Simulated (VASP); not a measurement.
## SnTe: single point with r2SCAN

**Measured values to compare with.**

From a printed reference work, textbook, for a bulk crystal of SnTe at 300 K: band gap 0.18 eV (direct).

SnTe:

```
CELL_PARAMETERS angstrom
0.00000 3.18935 3.18935
3.18935 0.00000 3.18935
3.18935 3.18935 0.00000
ATOMIC_POSITIONS crystal
Sn 0.00000 0.00000 0.00000
Te 0.50000 0.50000 0.50000
```

| Property | Result |
| --- | --- |
| Program | VASP 6.6.1 |
| Task | single point |
| Functional | r2SCAN |
| Potentials or basis | VASP PAW PBE potentials, release 64 (Sn_d, Te) |
| Cutoff | 550 eV |
| k mesh | 8 × 8 × 8 |
| Occupations | fermi-dirac, width 0.02 eV |
| Spin | no spin polarisation |
| Dipole correction | no |
| Further INCAR settings | ALGO = Normal; EDIFF = 1e-06; NBANDS = 17 |

The pressure is -0.1 GPa. The band gap on the k mesh is 0.14 eV.

Levels at points of the mesh, in eV from the valence-band top:
```tsv
k point	band 6	band 7	band 8	band 9	band 10	band 11	band 12	band 13	band 14	band 15
(0.00, 0.00, 0.00)	-13.21	-4.88	-2.38	-2.38	-2.38	3.36	3.36	3.36	5.04	5.04
(0.50, 0.00, 0.00)	-11.95	-8.60	-2.02	-2.02	0.00	0.14	0.34	0.34	8.13	8.97
(0.50, 0.50, 0.00)	-11.65	-6.73	-5.71	-3.93	-3.93	2.47	4.94	4.94	6.44	9.10
```

It took 58 s on 1 thread of Intel(R) Xeon(R) 6975P-C (Granite Rapids), on a shared host, peak memory 0.22 GiB.

Measured gap of SnTe: 0.18 eV (direct; 300 K; a printed reference work, textbook). This calculation gives 0.14 eV (-0.04 eV). Spin-orbit coupling on Sn, Te is left out. The value is that of r2SCAN on a finite k mesh, which can miss the band edges, without temperature or zero-point motion.

Caveat: the PAW data sets were made with another functional, which shifts forces and pressure a little; spin-orbit coupling is left out, which moves the levels of the heavy elements.
